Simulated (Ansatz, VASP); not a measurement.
# CaO in VASP and in Ansatz

```
CELL_PARAMETERS angstrom
0.00000 2.60673 2.63853
2.60673 0.00000 2.63853
2.60673 2.60673 0.00000
ATOMIC_POSITIONS crystal
Ca 0.00000 0.00000 0.00000
O 0.25000 0.25000 0.25000
```

Change from the starting cell: uniaxial_z strain +1.2%.

Alike in both runs: task single point; functional PBE; k mesh 8 × 8 × 8; occupations fermi-dirac, width 0.02 eV; no spin polarisation.

|  | VASP | Ansatz |
| --- | --- | --- |
| version | VASP 6.6.1 | Ansatz 0.2.0 |
| potentials or method | VASP PAW PBE potentials, release 64 (Ca_sv, O) | plane waves, PAW |
| plane-wave cutoff (eV) | 520 | 420 |
| valence electrons in the cell | 16 | 16 |

Ansatz gave:

| Property | Result |
| --- | --- |
| gap on the k mesh at the Fermi level (eV) | 3.28 |
| pressure (GPa) | 0.4 |
| largest component of the traceless stress (GPa) | 0.15 |

Estimate VASP's values.

gap on the k mesh at the Fermi level (eV): 3.27; pressure (GPa): 0.9; largest component of the traceless stress (GPa): 0.14.

With one functional, cell and mesh, what is left measures potentials, basis and numerics.

A k mesh can miss the band edges.
